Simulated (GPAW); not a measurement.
# Zn (Fm-3m) in GPAW: reference runs

Aim: a first look at Zn with PBEsol, on the cell as given and on a disturbed one.

Everything below comes from runs of GPAW 26.7.0. Logs are shortened: lines on timing, memory, paths and dates and some standing lists are left out, and cuts for length are marked. The log counts tension as positive stress, the text compression.

### Step 1. Starting point

Symmetry: Fm-3m, No. 225, cubic system. Conventional cell: a = 3.930 Å, b = 3.930 Å, c = 3.930 Å, α = 90.00°, β = 90.00°, γ = 90.00°. Zn (site symmetry m-3m) has 12 Zn at 2.78 Å as nearest neighbours.

This isn't the form of Zn at room conditions, which is hcp.

### Step 2. Single point, PBEsol

run.py

```python
from ase import Atoms
from ase.dft.bandgap import bandgap
from ase.io import write
from ase.units import Bohr, GPa
from gpaw import GPAW, PW, setup_paths
from gpaw.elf import elf_from_dft_calculation

setup_paths.insert(0, '.')

atoms = Atoms(['Zn'],
              cell=[[0.0, 1.964776, 1.964776],
                    [1.964776, 0.0, 1.964776],
                    [1.964776, 1.964776, 0.0]],
              scaled_positions=[[0.0, 0.0, 0.0]],
              pbc=True)

calc = GPAW(mode=PW(600),
            xc='PBEsol',
            kpts={'size': (12, 12, 12), 'gamma': True},
            occupations={'name': 'fermi-dirac', 'width': 0.05},
            nbands=13,
            convergence={'density': 1e-05, 'energy': 1e-05},
            maxiter=150,
            txt='gpaw.txt')
atoms.calc = calc
energy = atoms.get_potential_energy()
forces = atoms.get_forces()
stress = atoms.get_stress()
calc.write('gs.gpw')
write('result.traj', atoms)
print(f'Energy: {energy:.6f} eV')
print('Forces (eV/A):')
print(forces.round(4))
print('Stress (GPa):', (stress / GPa).round(3))
print('Fermi level:', round(calc.get_fermi_level(), 4), 'eV')
print(f'Gap: {bandgap(calc)[0]:.4f} eV, direct: {bandgap(calc, direct=True)[0]:.4f} eV')

# fields on the real-space grid
write('density.cube', atoms, data=calc.get_pseudo_density() * Bohr**3)
write('potential.cube', atoms, data=calc.get_electrostatic_potential())
write('elf.cube', atoms, data=elf_from_dft_calculation(calc).data)
```

Potentials or basis: PAW data sets generated in the run's folder for this functional, pw.

Command:

```bash
gpaw-setup -f PBEsol Zn
OMP_NUM_THREADS=1 python run.py
```

gpaw.txt:

```text
__  _  _
 | _ |_)|_||  |
 |__||  | ||/\| - 26.7.0

Input parameters:
  mode=PW(ecut=600.0),
  convergence={'density': 1e-05, 'energy': 1e-05},
  kpts=MonkhorstPack(size=(12, 12, 12), gamma=True),
  maxiter=150,
  nbands=13,
  occupations=Occupations(name='fermi-dirac', width=0.05),
  xc=XC(name='PBEsol')

Diagonalizing LCAO Hamiltonian
Converting LCAO to pw mode

       Zn

Atoms  # Å, Bohr magnetons
|   | symbol |        x |        y |        z |    initial magnetic moments |
|---|--------|----------|----------|----------|-----------------------------|
| 0 |     Zn | 0.000000 | 0.000000 | 0.000000 | ( 0.0000,  0.0000,  0.0000) |

Unit cell  # Å
| periodic |        x |        y |        z |  lengths |    angles |
|----------|----------|----------|----------|----------|-----------|
|      yes | 0.000000 | 1.964776 | 1.964776 | 2.778613 | 60.000000 |
|      yes | 1.964776 | 0.000000 | 1.964776 | 2.778613 | 60.000000 |
|      yes | 1.964776 | 1.964776 | 0.000000 | 2.778613 | 60.000000 |

Number of symmetries: 48
Symmetry operations  # r_c * U_cc + t_c -> r_c
|    | kind |            matrix            |
|----|------|------------------------------|
|  0 |  σ   |  1, 0, 0,  1, 0,-1,  1,-1, 0 |
|  1 |  C2  |  1, 0, 0,  1,-1, 0,  1, 0,-1 |
|  2 |  E   |  1, 0, 0,  0, 1, 0,  0, 0, 1 |
|  3 |  σ   |  1, 0, 0,  0, 0, 1,  0, 1, 0 |
|  4 |  C4  |  1, 0,-1,  1, 0, 0,  1,-1, 0 |
|  5 |  S6  |  1, 0,-1,  1,-1, 0,  1, 0, 0 |
|  6 |  σ   |  1, 0,-1,  0, 1,-1,  0, 0,-1 |
|  7 |  C3  |  1, 0,-1,  0, 0,-1,  0, 1,-1 |
|  8 |  S6  |  1,-1, 0,  1, 0, 0,  1, 0,-1 |
|  9 |  C4  |  1,-1, 0,  1, 0,-1,  1, 0, 0 |
| 10 |  C3  |  1,-1, 0,  0,-1, 1,  0,-1, 0 |
| 11 |  σ   |  1,-1, 0,  0,-1, 0,  0,-1, 1 |
| 12 |  σ   |  0, 1, 0,  1, 0, 0,  0, 0, 1 |
| 13 |  C4  |  0, 1, 0,  0, 1,-1, -1, 1, 0 |
| 14 |  C3  |  0, 1, 0,  0, 0, 1,  1, 0, 0 |
| 15 |  S6  |  0, 1, 0, -1, 1, 0,  0, 1,-1 |
| 16 |  C2  |  0, 1,-1,  1, 0,-1,  0, 0,-1 |
| 17 |  σ   |  0, 1,-1,  0, 1, 0, -1, 1, 0 |
| 18 |  S4  |  0, 1,-1,  0, 0,-1,  1, 0,-1 |
| 19 |  C4  |  0, 1,-1, -1, 1, 0,  0, 1, 0 |
| 20 |  C3  |  0, 0, 1,  1, 0, 0,  0, 1, 0 |
| 21 |  σ   |  0, 0, 1,  0, 1, 0,  1, 0, 0 |
| 22 |  S6  |  0, 0, 1,  0,-1, 1, -1, 0, 1 |
| 23 |  C4  |  0, 0, 1, -1, 0, 1,  0,-1, 1 |
| 24 |  S4  |  0, 0,-1,  1, 0,-1,  0, 1,-1 |
| 25 |  C3  |  0, 0,-1,  0, 1,-1,  1, 0,-1 |
| 26 |  C2  |  0, 0,-1,  0,-1, 0, -1, 0, 0 |
| 27 |  S6  |  0, 0,-1, -1, 0, 0,  0,-1, 0 |
| 28 |  S4  |  0,-1, 1,  1,-1, 0,  0,-1, 0 |
| 29 |  C4  |  0,-1, 1,  0, 0, 1, -1, 0, 1 |
| 30 |  C2  |  0,-1, 1,  0,-1, 0,  1,-1, 0 |
| 31 |  σ   |  0,-1, 1, -1, 0, 1,  0, 0, 1 |
| 32 |  C3  |  0,-1, 0,  1,-1, 0,  0,-1, 1 |
| 33 |  S6  |  0,-1, 0,  0, 0,-1, -1, 0, 0 |
| 34 |  S4  |  0,-1, 0,  0,-1, 1,  1,-1, 0 |
| 35 |  C2  |  0,-1, 0, -1, 0, 0,  0, 0,-1 |
| 36 |  C2  | -1, 1, 0,  0, 1, 0,  0, 1,-1 |
| 37 |  S6  | -1, 1, 0,  0, 1,-1,  0, 1, 0 |
| 38 |  S4  | -1, 1, 0, -1, 0, 1, -1, 0, 0 |
| 39 |  C3  | -1, 1, 0, -1, 0, 0, -1, 0, 1 |
| 40 |  S6  | -1, 0, 1,  0, 0, 1,  0,-1, 1 |
| 41 |  C2  | -1, 0, 1,  0,-1, 1,  0, 0, 1 |
| 42 |  C3  | -1, 0, 1, -1, 1, 0, -1, 0, 0 |
| 43 |  S4  | -1, 0, 1, -1, 0, 0, -1, 1, 0 |
| 44 |  C2  | -1, 0, 0,  0, 0,-1,  0,-1, 0 |
| 45 |  i   | -1, 0, 0,  0,-1, 0,  0, 0,-1 |
| 46 |  σ   | -1, 0, 0, -1, 1, 0, -1, 0, 1 |
| 47 |  C2  | -1, 0, 0, -1, 0, 1, -1, 1, 0 |

BZ-sampling:
  Number of BZ points: 1728
  Number of IBZ points: 72

  Monkhorst-Pack size: [12, 12, 12]
  Monkhorst-Pack shift: [0.041666666666666664, 0.041666666666666664, 0.041666666666666664]

K-points  # in reciprocal-cell coordinates
|     |                                coordinates |     weight |
|-----|--------------------------------------------|------------|
|   0 | ( -0.00000000,  -0.00000000,  -0.00000000) | 0.00057870 |
|   1 | (  0.08333333,   0.08333333,  -0.00000000) | 0.00347222 |
|   2 | (  0.08333333,   0.08333333,   0.08333333) | 0.00462963 |
|   3 | (  0.16666667,   0.08333333,   0.08333333) | 0.00694444 |
|   4 | (  0.16666667,   0.16666667,  -0.00000000) | 0.00347222 |
|   5 | (  0.16666667,   0.16666667,   0.08333333) | 0.01388889 |
|   6 | (  0.16666667,   0.16666667,   0.16666667) | 0.00462963 |
|   7 | (  0.25000000,   0.16666667,   0.08333333) | 0.01388889 |
|   8 | (  0.25000000,   0.16666667,   0.16666667) | 0.01388889 |
|   9 | (  0.25000000,   0.25000000,  -0.00000000) | 0.00347222 |
| ... |                                            |            |
|  71 | (  0.50000000,   0.50000000,   0.50000000) | 0.00231481 |

Plane wave coefficients: 532
Cutoff: 600.0 eV

Spin-components: 1 (collinear spins)
Bands:           13
Projectors:      6
Spin-degeneracy: 2
Datatype:        complex128

Parallelization:
  kpt:    1
  domain: 1
  band:   1

Density:
  Valence electrons: 12.0
  Components: 1
  Grid points: [16 16 16]
  Charge: 0.0  # |e|

Potential:
  Grid points: [16 16 16]

species:
  Zn:
    name:    Zinc
    Z:       30.0
    valence: 12
    core:    18
    charge:  0.0  # [|e|]
    compensation charges:
      type: gauss
      rc: 0.37  # [Å]
      lmax: 2
    cutoffs:
      filter: 2.14  # [Å]
      core: 2.28  # [Å]
    projectors
    | kind |    occ | energy [eV] | rcut [Å] |
    |------|--------|-------------|----------|
    |   4s |  2.000 |      -5.996 |    1.286 |
    |   4p |  0.000 |      -1.076 |    1.270 |
    |   3d | 10.000 |     -10.170 |    1.180 |
    |    s |        |      21.215 |    1.286 |
    |    p |        |      26.135 |    1.270 |
    |    d |        |      17.041 |    1.180 |

    Using partial waves for Zn as LCAO basis

Reference energy: -48822.745610  # eV

eigensolver:
  PPCG
  Converge bands: occupied
  niter=2

density mixing:
  MSR1-Mixer
  Pratt-step length: 0.05
  Maximum mixing coefficient: 0.75
  Old densities: 10
  SVD Regularization: 0.005
  Good broyden scale: 1.0
  Trust region scale: 1.0
  Backstep threshold: 4.0
  History deletion threshold: 6.0
  Fourier metric: weight=20.0, sigma=0.015

occupation numbers:
  Fermi-Dirac:
    width: 0.0500  # eV

poisson solver:
  ecut: 4800.0  # eV

xc functional:
  name: PBEsol with 2 nearest neighbor stencil

convergence criteria:
- Maximum integral of absolute [dens]ity change: 1e-05 electrons / valence electron
- Maximum [total energy] change in last 3 cyles: 1e-05 eV / valence electron
- Maximum integral of absolute [eigenst]ate change: 4e-08 eV^2 / valence electron
maximum number of iterations: 150

SCF iterations
|iter     | |      energy | eigst |  dens |
|---------|-|-------------|-------|-------|
|iter:   1| |   -1.703719 | -0.08 |       |
|iter:   2| |   -1.676208 | -3.10 | -1.39 |
|iter:   3| |   -1.611214 | -1.97 | -1.44 |
|iter:   4| |   -1.612755 | -3.45 | -1.90 |
|iter:   5| |   -1.613156 | -3.54 | -2.25 |
|iter:   6| |   -1.613179 | -5.56 | -3.83 |
|iter:   7| |   -1.613184c| -6.01 | -3.86 |
|iter:   8| |   -1.613184c| -8.38c| -4.85 |
|iter:   9| |   -1.613184c| -9.10c| -5.28c|

Converged in 9 steps
Energy contributions relative to reference atoms: (reference = -48822.745610)

Energy contributions:
  Kinetic:          -2.981204
  Coulomb:           4.389383
  Zero:             -0.031937
  External:          0.000000
  Xc:               -2.987754
  Entropy:          -0.003347
  Spinorbit:         0.000000
  ----------------------------
  Free energy:      -1.614858
  Extrapolated:     -1.613184

dipole moment: (-7.561792, -7.561792, -7.561792)  # |e|*Ang

Fermi level: 6.415
Eigenvalues  # (at kpt = [-0.000, -0.000, -0.000])
| band index |      eig [eV] | occ [0-2] |
|------------|---------------|-----------|
|          0 |        -3.888 |     2.000 |
|          1 |        -1.094 |     2.000 |
|          2 |        -1.094 |     2.000 |
|          3 |        -1.094 |     2.000 |
|          4 |        -0.713 |     2.000 |
|          5 |        -0.713 |     2.000 |
|          6 |        24.669 |     0.000 |
|          7 |        24.669 |     0.000 |
|          8 |        24.669 |     0.000 |
|          9 |        25.150 |     0.000 |
|         10 |        27.231 |     0.000 |
|         11 |        27.231 |     0.000 |
|         12 |        27.231 |     0.000 |

No gap
No difference between direct/indirect transitions

Forces  # eV/Ang
|       x |       y |       z |
|---------|---------|---------|
| 0.00000 | 0.00000 | 0.00000 |  # Zn   0

Stress tensor  # eV/Ang^3
|        x |        y |        z |
|----------|----------|----------|
| 0.033669 | 0.000000 | 0.000000 |
| 0.000000 | 0.033669 | 0.000000 |
| 0.000000 | 0.000000 | 0.033669 |

# Writing to gs.gpw (mode='')
```

It took 9.8 s on 1 thread of Arm Neoverse V2, shared host; peak memory 0.13 GiB.

What came out:

```
Free energy            : -1.6149 eV
Pressure               : -5.4 GPa
Band gap on the k mesh : none (metal or under the smearing width)
```

### Step 3. Single point, PBEsol (cell strained at random at fixed volume)

run.py

```python
from ase import Atoms
from ase.dft.bandgap import bandgap
from ase.io import write
from ase.units import GPa
from gpaw import GPAW, PW, setup_paths

setup_paths.insert(0, '.')

atoms = Atoms(['Zn'],
              cell=[[0.003987, 2.004568, 1.967016],
                    [1.956653, -0.004317, 1.97532],
                    [1.927413, 1.983631, 0.024923]],
              scaled_positions=[[-0.027773, 0.011558, 0.010019]],
              pbc=True)

calc = GPAW(mode=PW(600),
            xc='PBEsol',
            kpts={'size': (12, 12, 12), 'gamma': True},
            occupations={'name': 'fermi-dirac', 'width': 0.05},
            nbands=13,
            convergence={'density': 1e-05, 'energy': 1e-05},
            maxiter=150,
            txt='gpaw.txt')
atoms.calc = calc
energy = atoms.get_potential_energy()
forces = atoms.get_forces()
stress = atoms.get_stress()
calc.write('gs.gpw')
write('result.traj', atoms)
print(f'Energy: {energy:.6f} eV')
print('Forces (eV/A):')
print(forces.round(4))
print('Stress (GPa):', (stress / GPa).round(3))
print('Fermi level:', round(calc.get_fermi_level(), 4), 'eV')
print(f'Gap: {bandgap(calc)[0]:.4f} eV, direct: {bandgap(calc, direct=True)[0]:.4f} eV')
```

Potentials or basis: PAW data sets generated in the run's folder for this functional, pw.

Command:

```bash
gpaw-setup -f PBEsol Zn
OMP_NUM_THREADS=1 python run.py
```

Wall time 80 s (1 thread of Arm Neoverse V2, shared host); peak memory 0.29 GiB.

It converged, with:

```
Free energy            : -1.6150 eV
Pressure               : -5.3 GPa
Band gap on the k mesh : none (metal or under the smearing width)
```

Stress tensor (GPa, compression positive):
```
-5.13 -0.69  0.62
-0.69 -5.86  0.48
 0.62  0.48 -4.78
```

Levels at points of the mesh, in eV from the Fermi level:
| k point | band 4 | band 5 | band 6 | band 7 | band 8 | band 9 |
| --- | --- | --- | --- | --- | --- | --- |
| (0.00, 0.00, 0.00) | -7.46 | -7.15 | -7.10 | 17.85 | 18.11 | 18.39 |
| (0.00, 0.00, 0.50) | -6.85 | -6.82 | -2.73 | -1.06 | 14.54 | 15.19 |
| (0.00, 0.50, 0.00) | -6.85 | -6.84 | -2.93 | -1.46 | 14.89 | 15.80 |
| (0.00, 0.50, 0.50) | -6.78 | -6.75 | -0.74 | 2.10 | 8.01 | 8.36 |
| (0.50, 0.00, 0.00) | -6.87 | -6.82 | -2.87 | -1.34 | 15.06 | 15.49 |
| (0.50, 0.00, 0.50) | -6.78 | -6.77 | -1.21 | 1.40 | 8.41 | 9.10 |
| (0.50, 0.50, 0.00) | -6.79 | -6.75 | -0.90 | 1.86 | 8.11 | 8.65 |
| (0.50, 0.50, 0.50) | -6.86 | -6.83 | -2.90 | -1.40 | 14.78 | 15.80 |
